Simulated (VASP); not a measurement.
Wanted: the native input for a VASP 6.6.1 run.

```yaml
Task: single point
Functional: PBE
Potentials_or_basis: VASP PAW PBE potentials, release 64 (Cs_sv, Br)
Cutoff: 520 eV
k_mesh: 6 × 6 × 6
Occupations: fermi-dirac, width 0.05 eV
Spin: no spin polarisation
Dipole_correction: no
Further_INCAR_settings: ALGO = Fast; EDIFF = 1e-07; NBANDS = 15
```

The structure of CsBr lies in POSCAR:

```
CsBr
1.0
    4.2373194383      0.0000000000      0.0000000000
    0.0000000000      4.2373194383      0.0000000000
    0.0000000000      0.0000000000      4.2373194383
Cs Br
1 1
Direct
    0.0000000000      0.0000000000      0.0000000000
    0.5000000000      0.5000000000      0.5000000000
```

The cell comes from a database or a generator and needn't be the stable form of this composition.

The cell isn't the ideal one: volume scaled by 0.94.

The input as run:

INCAR

```
PREC = Accurate
ENCUT = 520
EDIFF = 1E-7
ISMEAR = -1
SIGMA = 0.05
LREAL = F
LASPH = T
NELM = 100
ALGO = Fast
ISIF = 2
LWAVE = F
LCHARG = F
GGA = PE
NBANDS = 15
```

KPOINTS

```
Automatic mesh
0
Gamma
  6 6 6
```

Potentials or basis: VASP PAW PBE potentials, release 64 (Cs_sv, Br).

Launch:

```bash
$ cat potpaw_PBE.64/Cs_sv/POTCAR potpaw_PBE.64/Br/POTCAR > POTCAR
$ mpirun -np 1 vasp_std > vasp.out
```

Results of the run:

- Pressure: 1.8 GPa
- Band gap on the k mesh: 4.65 eV, direct

Caveat: spin-orbit coupling is left out, which moves the levels of the heavy elements.

Run time: 27 s on 1 thread of AMD EPYC 7R13 Processor (Zen 3), on a shared host, peak memory 0.15 GiB.
